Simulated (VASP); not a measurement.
# GaN (F-43m) in VASP: further runs

Runs on GaN. Level: PBE. Tasks: single point.

Program: VASP 6.6.1. These are calculated values, not measurements. Logs are shortened: lines on timing, memory, paths and dates and some standing lists are left out, and cuts for length are marked.

**Measured values to compare with.**

From a printed reference work, textbook, for a bulk crystal of GaN at 0 K: band gap 3.299 eV (direct).

How close the calculation comes is told below.

## 1. The structure

The structure is cubic, space group F-43m (No. 216). Conventional cell: a = 4.507 Å, b = 4.507 Å, c = 4.507 Å, α = 90.00°, β = 90.00°, γ = 90.00°. Ga (site symmetry -43m) is surrounded by 4 N at 1.95 Å. N (site symmetry -43m) has 4 Ga at 1.95 Å as nearest neighbours.

The cell is a database's computed one.

## 2. Single point, PBE

Input file INCAR:

```
PREC = Accurate
ENCUT = 520
EDIFF = 1E-7
ISMEAR = 0
SIGMA = 0.02
LREAL = F
LASPH = T
NELM = 80
ALGO = Normal
ISIF = 2
LWAVE = F
LCHARG = F
GGA = PE
```

Input file KPOINTS:

```
regular mesh
0
Gamma
  4 4 4
```

Input file POSCAR:

```
GaN
1.0
    0.0000000000      2.2535006100      2.2535006100
    2.2535006100      0.0000000000      2.2535006100
    2.2535006100      2.2535006100      0.0000000000
Ga N
1 1
Direct
    0.0000000000      0.0000000000      0.0000000000
    0.7500000000      0.7500000000      0.7500000000
```

Potentials or basis: VASP PAW PBE potentials, release 64 (Ga_d, N).

The run is started by

```bash
cat potpaw_PBE.64/Ga_d/POTCAR potpaw_PBE.64/N/POTCAR > POTCAR
mpirun -np 1 vasp_std > vasp.out
```

OUTCAR:

```text
PREC = Accurate
   ENCUT = 520
   EDIFF = 1E-7
   ISMEAR = 0
   LREAL = F
   LASPH = T
   NELM = 80
   ISIF = 2
   GGA = PE

 ion  position               nearest neighbor table
   1  0.000  0.000  0.000-   2 1.95   2 1.95   2 1.95   2 1.95
   2  0.750  0.750  0.750-   1 1.95   1 1.95   1 1.95   1 1.95

  LATTYP: Found a face centered cubic cell.
 ALAT       =     4.5070012200

  Lattice vectors:

 A1 = (   0.0000000000,   2.2535006100,   2.2535006100)
 A2 = (   2.2535006100,   0.0000000000,   2.2535006100)
 A3 = (   2.2535006100,   2.2535006100,   0.0000000000)

Analysis of symmetry for initial positions (statically):
=====================================================================
 Subroutine PRICEL returns:
 Original cell was already a primitive cell.

 Routine SETGRP: Setting up the symmetry group for a
 face centered cubic supercell.

 Subroutine GETGRP returns: Found 24 space group operations
 (whereof 24 operations were pure point group operations)
 out of a pool of 48 trial point group operations.

The static configuration has the point symmetry T_d .

Analysis of symmetry for dynamics (positions and initial velocities):
=====================================================================
 Subroutine PRICEL returns:
 Original cell was already a primitive cell.

 Routine SETGRP: Setting up the symmetry group for a
 face centered cubic supercell.

 Subroutine GETGRP returns: Found 24 space group operations
 (whereof 24 operations were pure point group operations)
 out of a pool of 48 trial point group operations.

The dynamic configuration has the point symmetry T_d .

 Subroutine INISYM returns: Found 24 space group operations
 (whereof 24 operations are pure point group operations),
 and found     1 'primitive' translations

----------------------------------------------------------------------------------------

                                     Primitive cell

  volume of cell :      22.8877

  direct lattice vectors                    reciprocal lattice vectors
     0.000000000  2.253500610  2.253500610    -0.221877020  0.221877020  0.221877020
     2.253500610  0.000000000  2.253500610     0.221877020 -0.221877020  0.221877020
     2.253500610  2.253500610  0.000000000     0.221877020  0.221877020 -0.221877020

  length of vectors
     3.186931125  3.186931125  3.186931125     0.384302272  0.384302272  0.384302272

  position of ions in fractional coordinates (direct lattice)
     0.000000000  0.000000000  0.000000000
[... 71 lines left out ...]
   PSTRESS=    0.0 pullay stress
   NELECT =      18.0000    total number of electrons
   NUPDOWN=      -1.0000    fix difference up-down
   EMIN   =  10.00;   EMAX   =-10.00  energy-range for DOS
   EFERMI =   0.00;   METHOD = LEGACY
   ISMEAR =     0;   SIGMA  =   0.02  broadening in eV -4-tet -1-fermi 0-gaus
   EFERMI_NEDOS =   21; number of points for ismear=-14 and -15
   IALGO  =     38    algorithm
   IMIX   =      4    mixing-type and parameters
     AMIX     =   0.40;   BMIX     =  1.00
     AMIX_MAG =   1.60;   BMIX_MAG =  1.00
  volume/ion in A,a.u.               =      11.44        77.23
  Fermi-wavevector in a.u.,A,eV,Ry     =   1.511117  2.855596 31.068543  2.283473
  Thomas-Fermi vector in A             =   2.621216
   LORBIT       =      0    0 simple, 1 ext, 2 COOP (PROOUT), +10 PAW based schemes
   GGA     = PE    functional components
   LHFCALC =     F    Hartree Fock is set to
   AEXX    =    0.0000 exact exchange contribution
   IVDW    =     0    specifies the selected vdW correction
   LEPSILON=     F    determine dielectric tensor
   LRPA    =     F    only Hartree local field effects (RPA)
 non-spin polarized calculation
 Gauss-broadening in eV      SIGMA  =   0.02
  energy-cutoff  :      520.00
  volume of cell :       22.89
 maximum number of plane-waves:       636
   NGX = 11   NGY = 11   NGZ = 11

 number of electron      18.0000004 magnetization

 Free energy of the ion-electron system (eV)
  ---------------------------------------------------
  ext. energy  EPLUGINS =         0.00000000
  ---------------------------------------------------
  free energy    TOTEN  =       -12.07966696 eV

  energy without entropy =      -12.07966696  energy(sigma->0) =      -12.07966696

 E-fermi :   5.4490     XC(G=0): -11.6559

 val. band max:        5.3288765274   @ k =   0.0000   0.0000   0.0000
 cond. band min:       7.0335172974   @ k =   0.0000   0.0000   0.0000
 fundamental gap:      1.7046407700
 Fermi energy:         5.4490304960

 k-point     1 :       0.0000    0.0000    0.0000
  band No.  band energies     occupation
      1     -10.6176      2.00000
      2      -8.1604      2.00000
      3      -8.1604      2.00000
      4      -8.1604      2.00000
      5      -7.8426      2.00000
      6      -7.8426      2.00000
      7       5.3289      2.00000
      8       5.3289      2.00000
      9       5.3289      2.00000
     10       7.0335      0.00000
     11      15.5879      0.00000
     12      15.5879      0.00000
     13      15.5879      0.00000
[... 98 lines left out ...]
  band No.  band energies     occupation
      1      -9.5470      2.00000
      2      -8.0129      2.00000
      3      -7.9875      2.00000
      4      -7.8336      2.00000
      5      -7.8317      2.00000
      6      -5.8634      2.00000
      7      -0.3906      2.00000
      8       1.6229      2.00000
      9       1.6725      2.00000
     10      11.5281      0.00000
     11      13.6924      0.00000
     12      15.5639      0.00000
     13      16.4404      0.00000

------------------------ aborting loop because EDIFF is reached ----------------------------------------

  FORCE on cell =-STRESS in cart. coord.  units (eV):
  Direction    XX          YY          ZZ          XY          YZ          ZX
  --------------------------------------------------------------------------------------
  -------------------------------------------------------------------------------------
  Total        0.7144479      0.7144479      0.7144479      0.0000000      0.0000000      0.0000000
  in kB       50.0124494     50.0124494     50.0124494      0.0000000      0.0000000      0.0000000
  external PRESSURE =      50.0124494 kB  Pullay stress =       0.0000000 kB

 VOLUME and BASIS-vectors are now :
 -----------------------------------------------------------------------------
  energy-cutoff  :      520.00
  volume of cell :       22.89
      direct lattice vectors                 reciprocal lattice vectors
     0.000000000  2.253500610  2.253500610    -0.221877020  0.221877020  0.221877020
     2.253500610  0.000000000  2.253500610     0.221877020 -0.221877020  0.221877020
     2.253500610  2.253500610  0.000000000     0.221877020  0.221877020 -0.221877020

 POSITION                                       TOTAL-FORCE (eV/Angst)
 -----------------------------------------------------------------------------------
      0.00000      0.00000      0.00000         0.000000     -0.000000     -0.000000
      3.38025      3.38025      3.38025        -0.000000      0.000000      0.000000
 -----------------------------------------------------------------------------------
    total drift:                               -0.000002     -0.000002     -0.000002

  FREE ENERGIE OF THE ION-ELECTRON SYSTEM (eV)
  ---------------------------------------------------
  free  energy   TOTEN  =       -12.0796669555 eV

  energy  without entropy=      -12.0796669555  energy(sigma->0) =      -12.07966696
```

stdout:

```text
POSCAR found type information on POSCAR GaN
 POSCAR found :  2 types and       2 ions
 scaLAPACK will be used
 LDA part: xc-table for (Slater+PW92), standard interpolation
 POSCAR, INCAR and KPOINTS ok, starting setup
 FFT: planning ... GRIDC
 FFT: planning ... GRID_SOFT
 FFT: planning ... GRID
 WAVECAR not read
 entering main loop
```

Run time: 4.5 s. Hardware: 1 thread of Intel Xeon Platinum 8488C (Sapphire Rapids), shared host; peak memory 0.13 GiB.

What came out:

```
Free energy            : -12.0797 eV
Pressure               : 5.0 GPa
Band gap on the k mesh : 1.70 eV, direct
```

Levels at points of the mesh, in eV from the valence-band top:
| k point | band 5 | band 6 | band 7 | band 8 | band 9 | band 10 | band 11 | band 12 | band 13 |
| --- | --- | --- | --- | --- | --- | --- | --- | --- | --- |
| (0.00, 0.00, 0.00) | -13.17 | -13.17 | 0.00 | 0.00 | 0.00 | 1.70 | 10.26 | 10.26 | 10.26 |
| (0.50, 0.00, 0.00) | -13.12 | -11.91 | -7.06 | -0.97 | -0.97 | 4.61 | 8.72 | 10.32 | 10.32 |
| (0.50, 0.50, 0.00) | -13.09 | -11.48 | -6.15 | -2.71 | -2.71 | 3.31 | 6.63 | 11.70 | 13.94 |

Caveat: the k mesh is coarse (spacing up to 0.60 Å⁻¹), so the values aren't converged. A hybrid or GW would open this gap; PBE tends to underestimate it.

## 3. Single point, PBE

INCAR is that of step 2.

Input file KPOINTS:

```
regular mesh
0
Gamma
  6 6 6
```

POSCAR is that of step 2.

Potentials or basis: VASP PAW PBE potentials, release 64 (Ga_d, N).

The run is started by

```bash
cat potpaw_PBE.64/Ga_d/POTCAR potpaw_PBE.64/N/POTCAR > POTCAR
mpirun -np 1 vasp_std > vasp.out
```

OUTCAR:

```text
PREC = Accurate
   ENCUT = 520
   EDIFF = 1E-7
   ISMEAR = 0
   LREAL = F
   LASPH = T
   NELM = 80
   ISIF = 2
   GGA = PE

 ion  position               nearest neighbor table
   1  0.000  0.000  0.000-   2 1.95   2 1.95   2 1.95   2 1.95
   2  0.750  0.750  0.750-   1 1.95   1 1.95   1 1.95   1 1.95

  LATTYP: Found a face centered cubic cell.
 ALAT       =     4.5070012200

  Lattice vectors:

 A1 = (   0.0000000000,   2.2535006100,   2.2535006100)
 A2 = (   2.2535006100,   0.0000000000,   2.2535006100)
 A3 = (   2.2535006100,   2.2535006100,   0.0000000000)

Analysis of symmetry for initial positions (statically):
=====================================================================
 Subroutine PRICEL returns:
 Original cell was already a primitive cell.

 Routine SETGRP: Setting up the symmetry group for a
 face centered cubic supercell.

 Subroutine GETGRP returns: Found 24 space group operations
 (whereof 24 operations were pure point group operations)
 out of a pool of 48 trial point group operations.

The static configuration has the point symmetry T_d .

Analysis of symmetry for dynamics (positions and initial velocities):
=====================================================================
 Subroutine PRICEL returns:
 Original cell was already a primitive cell.

 Routine SETGRP: Setting up the symmetry group for a
 face centered cubic supercell.

 Subroutine GETGRP returns: Found 24 space group operations
 (whereof 24 operations were pure point group operations)
 out of a pool of 48 trial point group operations.

The dynamic configuration has the point symmetry T_d .

 Subroutine INISYM returns: Found 24 space group operations
 (whereof 24 operations are pure point group operations),
 and found     1 'primitive' translations

----------------------------------------------------------------------------------------

                                     Primitive cell

  volume of cell :      22.8877
[... 108 lines left out ...]
   IVDW    =     0    specifies the selected vdW correction
   LEPSILON=     F    determine dielectric tensor
   LRPA    =     F    only Hartree local field effects (RPA)
 non-spin polarized calculation
 Gauss-broadening in eV      SIGMA  =   0.02
  energy-cutoff  :      520.00
  volume of cell :       22.89
 maximum number of plane-waves:       636
   NGX = 11   NGY = 11   NGZ = 11

 number of electron      18.0000004 magnetization

 Free energy of the ion-electron system (eV)
  ---------------------------------------------------
  ext. energy  EPLUGINS =         0.00000000
  ---------------------------------------------------
  free energy    TOTEN  =       -12.13868309 eV

  energy without entropy =      -12.13868309  energy(sigma->0) =      -12.13868309

 E-fermi :   5.4224     XC(G=0): -11.6657

 val. band max:        5.2860743604   @ k =   0.0000   0.0000   0.0000
 cond. band min:       7.0085639078   @ k =   0.0000   0.0000   0.0000
 fundamental gap:      1.7224895474
 Fermi energy:         5.4223597885

 k-point     1 :       0.0000    0.0000    0.0000
  band No.  band energies     occupation
      1     -10.6487      2.00000
      2      -8.1601      2.00000
      3      -8.1601      2.00000
      4      -8.1601      2.00000
      5      -7.8406      2.00000
      6      -7.8406      2.00000
      7       5.2861      2.00000
      8       5.2861      2.00000
      9       5.2861      2.00000
     10       7.0086      0.00000
     11      15.5839      0.00000
     12      15.5839      0.00000
     13      15.5840      0.00000
[... 226 lines left out ...]
  band No.  band energies     occupation
      1      -9.5686      2.00000
      2      -8.0297      2.00000
      3      -7.9567      2.00000
      4      -7.8488      2.00000
      5      -7.8010      2.00000
      6      -5.9540      2.00000
      7      -0.5456      2.00000
      8       1.8541      2.00000
      9       1.8585      2.00000
     10      10.5823      0.00000
     11      13.1879      0.00000
     12      16.6033      0.00000
     13      16.6455      0.00000

------------------------ aborting loop because EDIFF is reached ----------------------------------------

  FORCE on cell =-STRESS in cart. coord.  units (eV):
  Direction    XX          YY          ZZ          XY          YZ          ZX
  --------------------------------------------------------------------------------------
  -------------------------------------------------------------------------------------
  Total        0.7177381      0.7177381      0.7177381      0.0000000      0.0000000     -0.0000000
  in kB       50.2427679     50.2427679     50.2427679      0.0000000      0.0000000     -0.0000000
  external PRESSURE =      50.2427679 kB  Pullay stress =       0.0000000 kB

 VOLUME and BASIS-vectors are now :
 -----------------------------------------------------------------------------
  energy-cutoff  :      520.00
  volume of cell :       22.89
      direct lattice vectors                 reciprocal lattice vectors
     0.000000000  2.253500610  2.253500610    -0.221877020  0.221877020  0.221877020
     2.253500610  0.000000000  2.253500610     0.221877020 -0.221877020  0.221877020
     2.253500610  2.253500610  0.000000000     0.221877020  0.221877020 -0.221877020

 POSITION                                       TOTAL-FORCE (eV/Angst)
 -----------------------------------------------------------------------------------
      0.00000      0.00000      0.00000        -0.000000      0.000000      0.000000
      3.38025      3.38025      3.38025         0.000000     -0.000000     -0.000000
 -----------------------------------------------------------------------------------
    total drift:                               -0.000002     -0.000002     -0.000002

  FREE ENERGIE OF THE ION-ELECTRON SYSTEM (eV)
  ---------------------------------------------------
  free  energy   TOTEN  =       -12.1386830868 eV

  energy  without entropy=      -12.1386830868  energy(sigma->0) =      -12.13868309
```

OSZICAR:

```text
N       E                     dE             d eps       ncg     rms          rms(c)
DAV:   1     0.843114121343E+02    0.84311E+02   -0.95990E+03   448   0.244E+03
DAV:   2    -0.701075527639E+01   -0.91322E+02   -0.87390E+02   461   0.351E+02
DAV:   3    -0.140260737095E+02   -0.70153E+01   -0.69769E+01   466   0.876E+01
DAV:   4    -0.141411858057E+02   -0.11511E+00   -0.11506E+00   471   0.118E+01
DAV:   5    -0.141429979674E+02   -0.18122E-02   -0.18121E-02   479   0.141E+00    0.772E+00
DAV:   6    -0.121342071597E+02    0.20088E+01   -0.60475E+00   634   0.488E+01    0.266E+00
DAV:   7    -0.121460816339E+02   -0.11874E-01   -0.35719E-01   421   0.805E+00    0.177E+00
DAV:   8    -0.121434116578E+02    0.26700E-02   -0.68573E-02   469   0.447E+00    0.779E-01
DAV:   9    -0.121384494770E+02    0.49622E-02   -0.21681E-02   621   0.382E+00    0.186E-01
DAV:  10    -0.121387591795E+02   -0.30970E-03   -0.19488E-03   493   0.737E-01    0.714E-02
DAV:  11    -0.121386771991E+02    0.81980E-04   -0.35973E-04   599   0.335E-01    0.168E-02
DAV:  12    -0.121386833643E+02   -0.61651E-05   -0.32068E-05   451   0.755E-02    0.934E-03
DAV:  13    -0.121386831457E+02    0.21851E-06   -0.18312E-06   485   0.132E-02    0.287E-03
DAV:  14    -0.121386830868E+02    0.58921E-07   -0.13406E-07   354   0.353E-03
   1 F= -.12138683E+02 E0= -.12138683E+02  d E =-.106882E-23
```

stdout:

```text
POSCAR found type information on POSCAR GaN
 POSCAR found :  2 types and       2 ions
 scaLAPACK will be used
 LDA part: xc-table for (Slater+PW92), standard interpolation
 POSCAR, INCAR and KPOINTS ok, starting setup
 FFT: planning ... GRIDC
 FFT: planning ... GRID_SOFT
 FFT: planning ... GRID
 WAVECAR not read
 entering main loop
```

It took 5.8 s on 1 thread of Intel Xeon Platinum 8488C (Sapphire Rapids), shared host; peak memory 0.13 GiB.

What came out:

| Property | Result |
| --- | --- |
| Free energy | -12.1387 eV |
| Pressure | 5.0 GPa |
| Band gap on the k mesh | 1.72 eV, direct |

Levels at points of the mesh, in eV from the valence-band top:
```csv
k point,band 7,band 8,band 9,band 10,band 11,band 12
"(0.00, 0.00, 0.00)",0.00,0.00,0.00,1.72,10.30,10.30
"(0.50, 0.00, 0.00)",-7.04,-0.97,-0.97,4.64,8.73,10.36
"(0.50, 0.50, 0.00)",-6.12,-2.70,-2.70,3.35,6.66,11.71
```

## 4. Against experiment

Step 3. Measured gap of GaN: 3.299 eV (direct; 0 K; a printed reference work, textbook). This calculation gives 1.72 eV (-1.58 eV). Spin-orbit coupling on Ga is left out. The value is that of PBE, without temperature or zero-point motion. Semilocal functionals fall short of measured gaps as a rule. The cell is a database's relaxed one, not the measured one, which moves gaps too.
